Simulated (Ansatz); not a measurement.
All-electron LAPW in Ansatz 0.2.0 under LDA, scalar-relativistic, energies extrapolated to zero smearing. Slabs are 1×1 cells cut from bulk crystals relaxed on PAW files, with atoms then relaxed, 16 to 20 Å of vacuum, a dipole correction, k spacings of 0.16 to 0.26 Å⁻¹ and smearing of 0.02 to 0.1 eV, without spin–orbit coupling or spin polarisation. The bulk type named needn't be the stable one, and no reconstruction is allowed.

```
                      slab  area (Å²)  γ (J/m²)  Φ (eV)  Δd12 (%)
diamond Si (111), 6 layers      12.64      1.65    4.98     -14.0
diamond Si (110), 3 layers      20.63      1.75    5.03      -4.1
diamond Si (100), 6 layers      14.59         ?    5.47         ?
```

(1) What belongs in the row "diamond Si (100), 6 layers", column "γ (J/m²)"?

(2) Fill in "Δd12 (%)" for the row "diamond Si (100), 6 layers".

Results:

(1) 2.32.

(2) -1.9.
